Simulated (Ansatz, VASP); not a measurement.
**Ge in VASP and in Ansatz**

```
Ge
1.0
     0.00000    2.09836    2.09836
     2.09836    0.00000    2.09836
     2.09836    2.09836    0.00000
Ge
1
Direct
  0.00000 0.00000 0.00000
```

This isn't the form of Ge at room conditions, which is diamond.

Alike in both runs: task single point; functional PBE; k mesh 10 × 10 × 10; occupations gaussian, width 0.1 eV; no spin polarisation.

```csv
,VASP,Ansatz
version,VASP 6.6.1,Ansatz 0.2.0
potentials or method,"VASP PAW PBE potentials, release 64 (Ge_d)","scalar-relativistic, plane waves, PAW"
plane-wave cutoff (eV),520,420
valence electrons in the cell,14,14
```

Ansatz gave:

```
gap on the k mesh at the Fermi level (eV) : none
pressure (GPa)                            : 3.9
```

Q: What did VASP give for the same quantities?

A: gap on the k mesh at the Fermi level (eV): none; pressure (GPa): 3.8.

A gap of «none» marks a metal or a gap that the smearing closes.
